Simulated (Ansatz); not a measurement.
# SrCl2 (Fm-3m) in Ansatz: further runs, part 2 of 2

Ansatz 0.2.0. Earlier steps stand in the parts before.

### 5 Band structure, PBEsol

File input.yaml:

```yaml
crystal:
  lattice:
    - [0.0, 3.48835, 3.48835]
    - [3.48835, 0.0, 3.48835]
    - [3.48835, 3.48835, 0.0]
  atoms:
    - { symbol: Sr, position: [0.0, 0.0, 0.0] }
    - { symbol: Cl, position: [0.75, 0.75, 0.75] }
    - { symbol: Cl, position: [0.25, 0.25, 0.25] }
kpoints:
  mp_grid: { grid: [7, 7, 7] }
  band_path:
    path:
      - [0.0, 0.0, 0.0]
      - [0.5, 0.0, 0.5]
      - [0.5, 0.25, 0.75]
      - [0.375, 0.375, 0.75]
      - [0.0, 0.0, 0.0]
      - [0.5, 0.5, 0.5]
      - [0.625, 0.25, 0.625]
      - [0.5, 0.25, 0.75]
    npoints: 6
scf:
  occupations: { method: fermi_dirac, width: 0.05 }
hamiltonian:
  xc: pbesol
  pseudopotentials:
    kind: all_electron
    lapw: { basis_error: 0.002 }
    dirac_shells: { Cl: ["2p"], Sr: ["3p"] }
output:
  forces: true
  stress: true
  eigenvalues: true
```

Potentials or basis: all-electron LAPW, inner shells corrected to Dirac's equation.

The run is started by

```
> ansatz run input.yaml --threads 2 --pin off --max-ram 8192MiB --backend cpu --events-out ev --progress --plain --runs-dir out
```

Log:

```text
Warning: RAYON_NUM_THREADS=2 ignored (pool sized by the plan → 2); use --threads N
LAPW: plane waves up to 6.129 Å⁻¹, error target 2.0e-3 eV per atom; small_component_spin mean_spin; Cl in spheres of 1.465 Å, 15 of its electrons in bands, Dirac shells [2p]; Sr in spheres of 1.556 Å, 26 of its electrons in bands, Dirac shells [2p, 3p] (how accurate: hamiltonian.pseudopotentials.lapw.basis_error, Limitations)
Engine: ansatz 0.2.0, aarch64-unknown-linux-gnu
Pseudopotentials: kind: all_electron
Pseudopotential: Sr, LAPW, valence charge 26, lapw/all_electron/scalar/gaussian/Sr, Koelling and Harmon's equation with Dirac's for 2p 3p, gaussian nucleus
Pseudopotential: Cl, LAPW, valence charge 15, lapw/all_electron/scalar/gaussian/Cl, Koelling and Harmon's equation with Dirac's for 2p, gaussian nucleus
Functional definition: PBEsol
  exchange = pbesol_x
  correlation = pbesol_c
Crystal: 3 atoms, lattice volume = 84.897 Å³
Basis set: ecut = 143.14026993899637 eV, 331 PW (Γ), exchange–correlation at level 2
Bands: 34, of which v1, the nominal top of the filled ones, is band 28 counted from 1 (27 counted from 0)
Symmetry: 48 space group operations
Space group: Fm-3m (ITA 225), of the structure as read, at distance tolerance 4.4e-5 Å
k-points: 20 of 343
Non-local potential: Sr, projectors of the file, none
Non-local potential: Cl, projectors of the file, none
Initial density: superposition of atomic densities (chi_scale 0.1, normalization cell, long waves kept (reshape's long-wave potential 0.00 eV rms))
Initial wavefunctions: plane waves of lowest kinetic energy (no species holds an atomic orbital)
Functional: x = pbesol(κ = 0.804, μ = 0.12345679012345678), c = pbesol(β = 0.046)
iter 1 solved again at ethr=9.58e-4 eV; its pass at ethr=1.00e-1 eV (dr2=5.36e-1 eV) is discarded
SCF iter   1: F=—  HF=-111561.776792 eV  |F-HF|=—  |Δ(HF+E_count)|=         —  Δρ=1.79e-2  dr2=5.36e-1  ethr=9.58e-4  ⟨swp⟩=2.1  Hψ=4078  notcnv=0
preconditioner: auto → none  [insulator: Δε(μ)=5.582 eV  Ē_g=14.779 eV  σ=0.050 eV  W_gap=1.00  n_scr=14 (ndim 8)  ℏωp=18.9 eV  f_vac=0.108  D(μ)=0.00/eV (n_scr^D=0)  ε∞_Penn≈2.6]
iter 2 solved again at ethr=6.61e-5 eV; its pass at ethr=9.57e-4 eV (dr2=3.70e-2 eV) is discarded
SCF iter   2: F=—  HF=-111561.531353 eV  |F-HF|=—  |Δ(HF+E_count)|=   2.45e-1  Δρ=4.88e-3  dr2=3.70e-2  ethr=6.61e-5  ⟨swp⟩=2.0  Hψ=3591  notcnv=0
SCF iter   3: F=—  HF=-111561.538892 eV  |F-HF|=—  |Δ(HF+E_count)|=         —  Δρ=2.83e-3  dr2=1.32e-2  ethr=6.61e-5  ⟨swp⟩=2.0  Hψ=2160  notcnv=0
the basis was enlarged: its passes take 44.9 KiB over the memory plan, 2 of 2 planned eigensolver slots
SCF iter   4: F=—  HF=-111561.547514 eV  |F-HF|=—  |Δ(HF+E_count)|=   8.62e-3  Δρ=2.13e-4  dr2=6.86e-5  ethr=2.36e-5  ⟨swp⟩=2.9  Hψ=2182  notcnv=0
SCF iter   5: F=—  HF=-111561.547622 eV  |F-HF|=—  |Δ(HF+E_count)|=   1.08e-4  Δρ=5.44e-5  dr2=3.30e-6  ethr=1.23e-7  ⟨swp⟩=3.0  Hψ=2143  notcnv=0
SCF iter   6: F=—  HF=-111561.547635 eV  |F-HF|=—  |Δ(HF+E_count)|=   1.22e-5  Δρ=9.90e-6  dr2=7.23e-8  ethr=5.90e-9  ⟨swp⟩=3.0  Hψ=2217  notcnv=0
SCF iter   7: F=-111561.547635 eV  HF=-111561.547635 eV  |F-HF|=1.17e-8  |Δ(HF+E_count)|=   4.12e-7  Δρ=1.14e-6  dr2=2.51e-9  ethr=1.29e-10  ⟨swp⟩=3.0  Hψ=2194  notcnv=0
SCF 1 converged in 7 iterations: F = -111561.547635 eV  dr2 = 2.51e-9
NSCF: frozen V_eff on 43 k-points
SCF converged after 7 iterations
Free energy (F): -111561.547635 eV
Harris-Foulkes:  -111561.547635 eV  (|F-HF|=1.17e-8)
Internal energy: -111561.547635 eV  (E = F + TS)
E sigma→0 (E₀):  -111561.547635 eV
Fermi energy:    6.566650 eV
--- Per-component energies (eV) ---
  E_band       = -5848.927439
  E_kinetic    = 114275.362414
  E_xc         = -4308.943130
  E_electrostatic = -221527.966919  (all electrons and nuclei)
  E_smearing   = -0.000000  (= −TS)
  E_closure    = 0.000000  (closes the sum)
  E_atoms      = -111548.261098  (free atoms, spherical and without spin; not in F)
  Σ components = -111561.547635   (vs F -111561.547635, Δ=0.00e0)
  Basis errors (estimates in eV, not in F): energy 8.9e-4 per atom: plane waves 8.2e-4 (4.6e-4 summed), levels above the bands 3.2e-53, relativity 5.9e-8, radial functions 7.8e-5, core shells 3.4e-7; eigenvalues (radial functions only) 1.2e-5; not estimated: angular momenta, meshes, grids; target (lapw.basis_error) 2.0e-3; muffin-tin radii Cl 1.465 Å, Sr 1.556 Å
--- Forces (eV/Å), atoms counted from 1 ---
  atom   1  Sr    -0.00000000     0.00000000    -0.00000000
  atom   2  Cl     0.00000000    -0.00000000    -0.00000000
  atom   3  Cl     0.00000000     0.00000000     0.00000000
  max |Σ_I F_I| component: 4.63e-18 eV/Å
--- Stress (GPa, compression-positive) ---
       -1.055832      -0.000000       0.000000
       -0.000000      -1.055832      -0.000000
        0.000000      -0.000000      -1.055832
  P = ⅓ Tr σ = -1.0558 GPa (-10.558 kbar)
--- Band table (eV; the first three rows and the last of 20) ---
  k-point 0: bands = ["-243.6451", "-243.6451", "-243.6451", "-239.4696", "-239.4696", "-178.6750", "-178.6750", "-178.6750", "-178.6750", "-178.6750", "-178.6750", "-115.8576", "-115.8576", "-115.8551", "-115.8551", "-115.8551", "-28.8035", "-10.8220", "-10.8220", "-10.8220", "-9.3471", "-8.4821", "1.7822", "1.7822", "1.7822", "3.6014", "3.6014", "3.6014", "9.0854", "9.9204", "9.9204", "12.7522", "12.7522", "12.7522"]
  k-point 1: bands = ["-243.6451", "-243.6451", "-243.6451", "-239.4696", "-239.4696", "-178.6750", "-178.6750", "-178.6750", "-178.6750", "-178.6750", "-178.6750", "-115.8576", "-115.8576", "-115.8551", "-115.8551", "-115.8551", "-28.8029", "-10.8958", "-10.8248", "-10.8248", "-9.2248", "-8.5262", "1.8584", "1.8584", "1.9241", "3.3550", "3.4868", "3.4868", "9.5444", "10.0844", "10.0844", "11.9438", "12.6059", "12.6059"]
  k-point 2: bands = ["-243.6451", "-243.6451", "-243.6451", "-239.4696", "-239.4696", "-178.6750", "-178.6750", "-178.6750", "-178.6750", "-178.6750", "-178.6750", "-115.8576", "-115.8576", "-115.8551", "-115.8551", "-115.8551", "-28.8015", "-11.0289", "-10.8309", "-10.8309", "-9.0119", "-8.5898", "2.0608", "2.0608", "2.2327", "2.8817", "3.2140", "3.2140", "10.3919", "10.3919", "10.4162", "11.6262", "12.4631", "12.4631"]
  k-point 19: bands = ["-243.6451", "-243.6451", "-243.6451", "-239.4696", "-239.4696", "-178.6750", "-178.6750", "-178.6750", "-178.6750", "-178.6750", "-178.6750", "-115.8576", "-115.8576", "-115.8551", "-115.8551", "-115.8551", "-28.7992", "-11.0608", "-11.0039", "-10.8537", "-8.6966", "-8.6377", "1.4362", "1.7617", "2.5264", "2.8729", "3.5555", "3.7964", "9.9843", "10.9247", "11.0319", "11.2360", "12.0280", "13.1233"]
```

bands.tsv:

```text
# k_distance	band_0	band_1	band_2	band_3	band_4	band_5	band_6	band_7	band_8	band_9	band_10	band_11	band_12	band_13	band_14	band_15	band_16	band_17	band_18	band_19	band_20	band_21	band_22	band_23	band_24	band_25	band_26	band_27	band_28	band_29	band_30	band_31	band_32	band_33
[... 55 lines left out ...]
4.274375	-250.211709	-250.211709	-250.211709	-246.036231	-246.036231	-185.241601	-185.241601	-185.241601	-185.241601	-185.241601	-185.241601	-122.424244	-122.424243	-122.421733	-122.421733	-122.421733	-35.365762	-17.601684	-17.601684	-17.423864	-15.228141	-15.228141	-5.139600	-4.889343	-3.856079	-3.856079	-2.941643	-2.728277	3.484785	4.279681	4.491146	4.491146	5.444084	6.710081
```

Wall time 6.8 s (2 threads of Arm Neoverse V1, shared host); peak memory 0.27 GiB.

Results:

- Free energy: -111561.5476 eV
- Pressure: -1.1 GPa
- Band gap on the k mesh: 5.18 eV, indirect (least direct gap 5.48 eV)
- Band gap along the path: 5.14 eV, indirect (least direct gap 5.36 eV)

Levels at the corners of the path, in eV from the valence-band top:
| point | band 24 | band 25 | band 26 | band 27 | band 28 | band 29 | band 30 | band 31 | band 32 | band 33 |
| --- | --- | --- | --- | --- | --- | --- | --- | --- | --- | --- |
| Γ | -2.16 | -2.16 | -0.34 | -0.34 | -0.34 | 5.14 | 5.98 | 5.98 | 8.81 | 8.81 |
| X | -1.91 | -1.91 | -0.41 | -0.41 | 0.00 | 5.36 | 6.94 | 7.55 | 7.94 | 7.94 |
| W | -2.26 | -1.23 | -1.23 | -0.32 | -0.10 | 6.11 | 6.90 | 7.12 | 7.12 | 8.07 |
| K | -1.94 | -1.75 | -0.73 | -0.54 | -0.11 | 5.82 | 7.02 | 7.25 | 7.49 | 8.06 |
| Γ | -2.16 | -2.16 | -0.34 | -0.34 | -0.34 | 5.14 | 5.98 | 5.98 | 8.81 | 8.81 |
| L | -1.59 | -1.53 | -1.34 | -1.06 | -1.06 | 6.62 | 6.62 | 7.43 | 7.68 | 8.57 |
| U | -1.94 | -1.75 | -0.73 | -0.54 | -0.11 | 5.82 | 7.02 | 7.25 | 7.49 | 8.06 |
| W | -2.26 | -1.23 | -1.23 | -0.32 | -0.10 | 6.11 | 6.90 | 7.12 | 7.12 | 8.07 |

### 6 The runs side by side

| potentials or basis | cutoff (eV) | basis error allowed | gap on the mesh (eV) | pressure (GPa) |
| --- | --- | --- | --- | --- |
| all-electron LAPW, scalar-relativistic | 143 | 0.002 eV/atom | 5.18 | -1.1 |
| all-electron LAPW, non-relativistic | 143 | 0.002 eV/atom | 5.37 | -0.9 |
| all-electron PAW datasets made for the crystal | 220 | - | 5.18 | -1.1 |
| all-electron LAPW, inner shells corrected to Dirac's equation | 143 | 0.002 eV/atom | 5.18 | -1.1 |

Alike in all rows: task band structure; level PBEsol; no spin polarisation; cell as given; k mesh 7 × 7 × 7; smearing fermi-dirac 0.05 eV.

Caveats: relativity is left out, which matters for the heavier elements (some runs).

Compare energies only between runs with the same functional and basis.
